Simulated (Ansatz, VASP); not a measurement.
# Co12N (Co(0001)) in two plane-wave programs

Aim: how closely do two programs agree when they are given the same cell, functional and k mesh? Valence electrons are named where the data sets of a main pair hold unlike numbers.

Program: Ansatz 0.2.0. Level of theory: plane waves, with VASP 6.6.1 beside it; single point at RPBE. Results are calculated unless marked as measured.

## 1. The starting structure

The cell holds 13 atoms: 12 Co and 1 N. Cell: a = 5.024 Å, b = 5.024 Å, c = 19.069 Å, α = 90.0°, β = 90.0°, γ = 60.0°. It derives from Co. As first built, before any earlier steps moved the atoms (in the runner's words): N over the bridge site of Co(0001). Vacuum lies along c.

Structure file:

```cif
data_structure
_symmetry_space_group_name_H-M 'P 1'
_symmetry_Int_Tables_number 1
_cell_length_a 5.0237
_cell_length_b 5.0237
_cell_length_c 19.0686
_cell_angle_alpha 90.000
_cell_angle_beta 90.000
_cell_angle_gamma 60.000
_cell_volume 416.77
loop_
_atom_site_label
_atom_site_type_symbol
_atom_site_fract_x
_atom_site_fract_y
_atom_site_fract_z
_atom_site_occupancy
Co1 Co 0.00000 0.00000 0.39332 1
Co2 Co 0.50000 0.00000 0.39332 1
Co3 Co 0.00000 0.50000 0.39332 1
Co4 Co 0.50000 0.50000 0.39332 1
Co5 Co 0.83408 0.33273 0.49700 1
Co6 Co 0.33319 0.33273 0.49700 1
Co7 Co 0.83398 0.83203 0.49697 1
Co8 Co 0.33392 0.83216 0.49507 1
Co9 Co 0.99199 0.00341 0.60438 1
Co10 Co 0.50460 0.00341 0.60438 1
Co11 Co 0.00022 0.49956 0.59811 1
Co12 Co 0.50469 0.49062 0.60451 1
N13 N 0.33356 0.83288 0.65472 1
```

## 2. Ansatz: single point, RPBE

Ansatz runs on its default PAW (the set named soft_2) files.

A single point gives forces, pressure and levels at one fixed geometry, so differences don't come from the geometry; what else differs is listed under the comparison.

Contents of input.yaml:

```yaml
crystal:
  lattice:
    - [5.023719364, 0.0, 0.0]
    - [2.511859682, 4.3506685907, 0.0]
    - [0.0, 0.0, 19.0686182875]
  atoms:
    - { symbol: Co, position: [0.0, 0.0, 0.39331638], spin: 2.0 }
    - { symbol: Co, position: [0.5, 0.0, 0.39331638], spin: 2.0 }
    - { symbol: Co, position: [0.0, 0.5, 0.39331638], spin: 2.0 }
    - { symbol: Co, position: [0.5, 0.5, 0.39331638], spin: 2.0 }
    - { symbol: Co, position: [0.8340838772, 0.3327302499, 0.4970049776], spin: 2.0 }
    - { symbol: Co, position: [0.333185863, 0.3327302499, 0.4970049776], spin: 2.0 }
    - { symbol: Co, position: [0.8339837362, 0.8320325176, 0.4969659273], spin: 2.0 }
    - { symbol: Co, position: [0.3339196, 0.83216079, 0.4950697232], spin: 2.0 }
    - { symbol: Co, position: [0.9919909505, 0.0034102662, 0.6043815251], spin: 2.0 }
    - { symbol: Co, position: [0.5045987834, 0.0034102662, 0.6043815251], spin: 2.0 }
    - { symbol: Co, position: [0.00022035, 0.4995592999, 0.5981134447], spin: 2.0 }
    - { symbol: Co, position: [0.5046894235, 0.4906211529, 0.6045130927], spin: 2.0 }
    - { symbol: "N", position: [0.3335610864, 0.8328778274, 0.6547169293] }
hamiltonian:
  xc: rpbe
  pseudopotentials: { kind: paw }
magnetization:
  spin_polarized: true
kpoints:
  mp_grid: { grid: [6, 6, 1] }
scf:
  occupations: { method: methfessel_paxton, width: 0.15 }
  n_extra_bands: 21
efield:
  axis: 3
  dipole_correction: true
  ramp_width: 0.04
output:
  forces: true
  eigenvalues: true
  write_density: true
  write_potential: true
  elf: true
  volumetric_format: npy
```

Run with:

```
> ansatz run input.yaml --threads 4 --pin off --max-ram 9216MiB --backend cpu --events-out ev --progress --plain --runs-dir out
```

Numbers of over 12 decimals in the logs are rounded to 6 here.

Log:

```text
Warning: the band count 126 (scf.n_extra_bands) hosts the net moment |M| = 24.0000 μB (N_el = 209) but caps the reachable moment at 2·n_bands − N_el = 43.0000 μB, below the 140 bands that the automatic rule leaves for it — a moment growing past the seed, or the majority channel's smearing tail, pins there with fewer empty majority states than that count leaves; raise or omit scf.n_extra_bands unless the cap is intended
scf.n_extra_bands = 21 over 105 filled bands (N_el = 209.0): the run solves 126 bands
Engine: ansatz 0.2.0, x86_64-unknown-linux-gnu
Pseudopotentials: kind: paw
Pseudopotential: Co, paw, valence charge 17, recommended cutoff 420 eV (normal), Co.paw.azcp
Pseudopotential: N, paw, valence charge 5, recommended cutoff 420 eV (normal), N.paw.azcp
Functional definition: RPBE
  parameter kappa = 0.804
  parameter beta = 0.066725
  exchange = rpbe_x(kappa = kappa, mu = beta*pi^2/3)
  correlation = pbe_c(beta = beta)
Crystal: 13 atoms, lattice volume = 416.774 Å³
Basis set: ecut = 420 eV, 8193 PW (Γ), exchange–correlation on 72×72×256 points (8 copies of the dense FFT grid, shifted against one another)
Bands: 126, of which v1, the nominal top of the filled ones, is band 105 counted from 1 (104 counted from 0)
Symmetry: 2 space group operations
k-points: 13 of 36 (time reversal used)
Non-local potential: Co, projectors of the file, l = 0: 3, l = 1: 2, l = 2: 3, l = 3: 1
Non-local potential: N, projectors of the file, l = 0: 2, l = 1: 2, l = 2: 1
PAW form: soft (Blöchl's): semilocal exchange-correlation on the pseudo side does not see the compensation charge
PAW frozen core: Co, regenerated for the run's functional, and the local potential with it (the file was generated under x = pbe(κ = 0.804, μ = 0.219515), c = pbe(β = 0.066725))
PAW frozen core: N, regenerated for the run's functional, and the local potential with it (the file was generated under x = pbe(κ = 0.804, μ = 0.219515), c = pbe(β = 0.066725))
PAW one-centre angular grid: Co, 590 points (default); XC on 64 Gauss nodes
PAW one-centre angular grid: N, 110 points (default); XC on 64 Gauss nodes
Initial density: superposition of atomic densities (neutral atoms: chi_scale 0, normalization atom)
Starting moments: Σ|m| = 24 μB on 12 of 13 sites
Initial wavefunctions: pseudopotential atomic-orbital guess
Functional: x = rpbe, c = pbe(β = 0.066725)
SCF iter   1: F=—  HF=-61947.503279 eV  |F-HF|=—  |Δ(HF+E_count)|=         —  Δρ=3.99e-2 (↑2.81e-2 ↓3.99e-2)  dr2=1.91e1  dr2_m=1.16e0  M=22.214 μB ∫|m|=22.863 μB  β_m=1.00  ethr=3.10e-3  p=-0.000 e·Å  D=-3.84e-8 V/Å  ΔV_dip=0.00 eV  dr2_dipole=6.29e-1  V_vac-E_F(+/−)=7.17/7.17 eV  ⟨swp⟩=7.8  Hψ=16169  notcnv=0
Mixer restart at iter 1: flushing history
efield: sawtooth ramp at fractional position 0.0040 (placed from the atoms, in the widest stretch of the axis that holds none; the zero of the levels goes with the place), width 0.0400; the density the first Hamiltonian is built on has a dipole p = -0.000 e·Å; the dipole correction subtracts the counter field D = -3.84e-8 V/Å, which shifts the + side's vacuum level by +0.00 eV against the − side's; the planar-averaged density in the ramp window peaks in size at 1.8e-6 e/Å³
preconditioner: auto → LDOS  [metal: Δε(μ)=0.038 eV  Ē_g=4.994 eV  σ=0.150 eV  W_gap=0.14  n_scr=80 (ndim 8)  ℏωp=19.3 eV  f_vac=0.592  D(μ)=14.72/eV (n_scr^D=110)]
spin=Collinear: LDOS preconditioning applied to the charge; magnetization (m = ρ↑ − ρ↓) channel mixes plain (no charge-response kernel on spin).
SCF iter   2: F=—  HF=-61946.603362 eV  |F-HF|=—  |Δ(HF+E_count)|=   9.00e-1  Δρ=1.84e-2 (↑1.84e-2 ↓1.37e-2)  dr2=4.85e0  dr2_m=1.87e-1  M=21.557 μB ∫|m|=23.083 μB  β_m=0.36  ethr=3.10e-3  p=-0.003 e·Å  D=-1.33e-3 V/Å  ΔV_dip=0.03 eV  dr2_dipole=2.15e-1  V_vac-E_F(+/−)=6.33/6.30 eV  ⟨swp⟩=2.8  Hψ=5992  notcnv=0  defer=92
density mixer auto → msr1: a metal under ldos (density of states about μ 2.72 of a free-electron gas's, 80 screened modes)
SCF iter   3: F=—  HF=-61950.477760 eV  |F-HF|=—  |Δ(HF+E_count)|=    3.87e0  Δρ=1.65e-2 (↑1.65e-2 ↓1.10e-2)  dr2=1.64e0  dr2_m=4.75e-1  M=20.487 μB ∫|m|=22.413 μB  β_m=0.46  ethr=2.32e-3  p=-0.008 e·Å  D=-3.66e-3 V/Å  ΔV_dip=0.07 eV  dr2_dipole=1.21e-1  V_vac-E_F(+/−)=5.72/5.65 eV  ⟨swp⟩=2.1  Hψ=5161  notcnv=0  defer=92
SCF iter   4: F=—  HF=-61952.421549 eV  |F-HF|=—  |Δ(HF+E_count)|=    1.94e0  Δρ=1.44e-2 (↑1.15e-2 ↓1.44e-2)  dr2=4.11e-1  dr2_m=5.89e-1  M=19.410 μB ∫|m|=21.556 μB  β_m=0.73  ethr=7.84e-4  p=-0.023 e·Å  D=-1.02e-2 V/Å  ΔV_dip=0.19 eV  dr2_dipole=5.08e-2  V_vac-E_F(+/−)=5.37/5.18 eV  ⟨swp⟩=2.2  Hψ=4784  notcnv=0  defer=101
SCF iter   5: F=—  HF=-61953.211412 eV  |F-HF|=—  |Δ(HF+E_count)|=   7.90e-1  Δρ=9.10e-3 (↑9.10e-3 ↓4.46e-3)  dr2=2.61e-1  dr2_m=9.73e-2  M=18.575 μB ∫|m|=20.665 μB  β_m=0.75  ethr=1.97e-4  p=-0.049 e·Å  D=-2.14e-2 V/Å  ΔV_dip=0.41 eV  dr2_dipole=3.86e-4  V_vac-E_F(+/−)=5.32/4.91 eV  ⟨swp⟩=2.5  Hψ=6695  notcnv=0  defer=105
[...]
SCF iter  18: F=—  HF=-61953.063265 eV  |F-HF|=—  |Δ(HF+E_count)|=   8.65e-6  S|Δr|=    0.00e0  Δρ=9.60e-5 (↑3.11e-5 ↓9.60e-5)  dr2=4.39e-5  dr2_m=9.57e-6  M=18.214 μB ∫|m|=20.355 μB  β_m=0.83  ethr=1.18e-8  p=-0.054 e·Å  D=-2.35e-2 V/Å  ΔV_dip=0.45 eV  dr2_dipole=2.91e-6  V_vac-E_F(+/−)=5.29/4.84 eV  ⟨swp⟩=2.2  Hψ=6030  notcnv=0  defer=102
SCF iter  19: F=—  HF=-61953.063277 eV  |F-HF|=—  |Δ(HF+E_count)|=   1.20e-5  S|Δr|=    0.00e0  Δρ=7.32e-5 (↑4.18e-5 ↓7.32e-5)  dr2=3.93e-5  dr2_m=1.70e-6  M=18.214 μB ∫|m|=20.355 μB  β_m=0.65  ethr=1.18e-8  p=-0.054 e·Å  D=-2.35e-2 V/Å  ΔV_dip=0.45 eV  dr2_dipole=1.59e-6  V_vac-E_F(+/−)=5.29/4.84 eV  ⟨swp⟩=3.4  Hψ=7422  notcnv=0  defer=102
SCF iter  20: F=—  HF=-61953.063274 eV  |F-HF|=—  |Δ(HF+E_count)|=   3.14e-6  S|Δr|=    0.00e0  Δρ=1.97e-5 (↑1.91e-5 ↓1.97e-5)  dr2=4.84e-6  dr2_m=1.28e-7  M=18.214 μB ∫|m|=20.355 μB  β_m=0.61  ethr=1.18e-8  p=-0.054 e·Å  D=-2.35e-2 V/Å  ΔV_dip=0.45 eV  dr2_dipole=3.38e-8  V_vac-E_F(+/−)=5.29/4.84 eV  ⟨swp⟩=2.0  Hψ=4591  notcnv=0  defer=102
SCF iter  21: F=—  HF=-61953.063277 eV  |F-HF|=—  |Δ(HF+E_count)|=   2.39e-6  S|Δr|=    0.00e0  Δρ=1.16e-5 (↑9.22e-6 ↓1.16e-5)  dr2=6.77e-7  dr2_m=2.15e-7  M=18.214 μB ∫|m|=20.354 μB  β_m=0.68  ethr=2.32e-9  p=-0.054 e·Å  D=-2.35e-2 V/Å  ΔV_dip=0.45 eV  dr2_dipole=5.55e-11  V_vac-E_F(+/−)=5.29/4.84 eV  ⟨swp⟩=2.1  Hψ=4239  notcnv=0  defer=102
SCF iter  22: F=—  HF=-61953.063278 eV  |F-HF|=—  |Δ(HF+E_count)|=   1.76e-6  S|Δr|=    0.00e0  Δρ=1.05e-5 (↑6.58e-6 ↓1.05e-5)  dr2=4.30e-7  dr2_m=1.53e-7  M=18.214 μB ∫|m|=20.354 μB  β_m=0.60  ethr=3.24e-10  p=-0.054 e·Å  D=-2.35e-2 V/Å  ΔV_dip=0.45 eV  dr2_dipole=4.14e-10  V_vac-E_F(+/−)=5.29/4.84 eV  ⟨swp⟩=2.2  Hψ=4824  notcnv=0  defer=102
SCF iter  23: F=-61953.063280 eV  HF=-61953.063279 eV  |F-HF|=7.80e-7  |Δ(HF+E_count)|=   4.78e-7  S|Δr|=    0.00e0  Δρ=3.42e-6 (↑3.42e-6 ↓2.95e-6)  dr2=1.77e-8  dr2_m=3.38e-8  M=18.214 μB ∫|m|=20.354 μB  ethr=4.78e-11  p=-0.054 e·Å  D=-2.35e-2 V/Å  ΔV_dip=0.45 eV  dr2_dipole=2.62e-9  V_vac-E_F(+/−)=5.29/4.84 eV  ⟨swp⟩=17.1  Hψ=28022  notcnv=0
SCF 1 converged in 23 iterations: F = -61953.063280 eV  dr2 = 1.77e-8
  greatest PAW one-centre occupation: 1.002 electrons in one spin orbital (limit 2), on the Co atom at site 10 (counted from 0), in its partial waves of l = 1
WARN: The output density's exchange-correlation potential varies sharply where the density is thin. Do not read a vacuum level from v_tot or v_xc, or from such a field of the output density. On a cell that repeats whose density bears no net charge and no dipole along the vacuum's axis use v_es (v_loc + v_h of the components); under efield.dipole_correction with no amplitude use v_es + v_field, which holds any externa [...]
this state was not tested for a lower state beside it, because cold or Methfessel-Paxton smearing, or corrected tetrahedra, fill the levels in a way that the test cannot read (fill_not_monotonic; see scf.lower_state_search)
SCF converged after 23 iterations
Magnetization: 18.2138 μB (113.6069 up, 95.3931 down)
Absolute magnetization: 20.3622 μB (∫|ρ↑−ρ↓|, with the PAW one-centre terms)
Spin contamination: 0.4450 ħ² per cell (⟨S²⟩ above its minimum at these occupations)
Per-site moments (μB) at R_I (Å): [(1.797115, 0.999861), (1.797115, 0.999861), (1.808837, 1.009836), (1.796936, 0.997971), (1.742360, 0.994774), (1.742360, 0.994774), (1.741994, 0.994489), (1.876343, 0.997971), (0.910799, 0.729745), (0.910799, 0.729745), (1.839324, 0.994489), (0.915307, 0.730220), (-0.071667, 0.729745)]
Free energy (F): -61953.063280 eV
Harris-Foulkes:  -61953.063279 eV  (|F-HF|=7.80e-7)
Internal energy: -61953.074465 eV  (E = F + TS)
E sigma→0 (E₀):  -61953.066076 eV
Entropy (-TS):   0.011185 eV (0.860 meV/atom)
Fermi energy:    2.744851 eV
Dipole field:    D = -0.023438 V/Å  (p = -0.053983 e·Å, saw-weighted, corrected)
Work function:   Φ+ = 5.2853 eV   Φ− = 4.8384 eV
Levels:          The Fermi level and band energies are counted from a zero that moves with the ramp; work functions are not
--- Per-component energies (eV) ---
  E_band       = -6214.843438
  E_kinetic    = 5556.684622
  E_local      = -308660.231155  (includes V_loc(G=0)·N_el)
  E_nonlocal   = 5501.271869
  E_hartree    = 149902.289096
  E_xc         = -1959.913856
  E_vxc        = -2522.437717  (∫ρ·V_xc dr)
  E_paw        = -18377.740844  (= ΣΔE_a)
  E_vpaw       = -5892.590200  (= ΣTr[D̂ρ^β])
  E_aug_tail   = 0.001142  (compensation charges beyond the density's cutoff)
  E_efield     = 0.000633  (sawtooth field / dipole correction)
  E_vefield    = -2.118964  (∫n·V_field dr)
  E_ewald      = 106085.138156
  E_core_change = -0.574127  (= ΣΔE_core)
  E_smearing   = 0.011185  (= −TS)
  E_closure    = 0.000000  (closes the sum)
  Σ components = -61953.063280   (vs F -61953.063280, Δ=0.00e0)
--- Forces (eV/Å), atoms counted from 1 ---
  atom   1  Co    -0.03249964     0.01383248    -0.05451968
  atom   2  Co     0.03249964     0.01383248    -0.05451968
  atom   3  Co     0.00000000    -0.00431250     0.02619854
  atom   4  Co     0.00000000    -0.04777062    -0.05444243
  atom   5  Co     0.00726769     0.01090899     0.00132309
  atom   6  Co    -0.00726769     0.01090899     0.00132309
  atom   7  Co     0.00000000    -0.01054629     0.00297498
  atom   8  Co     0.00000000     0.01314042     0.02783827
  atom   9  Co     0.06420700    -0.03445946     0.04986698
  atom  10  Co    -0.06420700    -0.03445946     0.04986698
  atom  11  Co     0.00000000    -0.00763788     0.03480789
  atom  12  Co     0.00000000     0.08471172     0.04118601
  atom  13  N      0.00000000    -0.00814778    -0.07198269
  max |Σ_I F_I| component: 7.87e-5 eV/Å
--- Band table (eV; the first three rows and the last of 26) ---
  k-point 0 ↑: bands = [... 101 lower, 1.8885, 1.9104, 1.9110, 1.9416, 2.1408, 2.1410, 2.1562, 2.2192, ... 17 higher]
  k-point 1 ↑: bands = [... 101 lower, 1.7813, 1.7867, 1.8071, 1.8350, 1.8590, 1.9105, 2.0264, 2.0320, ... 17 higher]
  k-point 2 ↑: bands = [... 101 lower, 1.5609, 1.5992, 1.6097, 1.6328, 1.6937, 1.7753, 1.8268, 1.8822, ... 17 higher]
  k-point 12 ↓: bands = [... 101 lower, 3.2561, 3.3213, 3.3527, 3.4220, 3.4600, 3.5293, 3.5977, 3.6751, ... 17 higher]
```

Run time: 54 s. Hardware: 4 threads of Intel Xeon 6975P-C (Granite Rapids), shared host; peak memory 2 GiB.

[end of part 1 of 2]

[Lines on the potential files, build, host, timing and source positions are cut from VASP's logs without a mark.]

[Logs are printed without paths, hosts, clocks, repeated set-up lines and the standing remarks that a program may print on its own settings, such as how far it seeks lower states.]

[Hosts, paths, dates, database ids (printed as entryN), source tags and the programs' standing remarks are cut or masked in the printed files.]
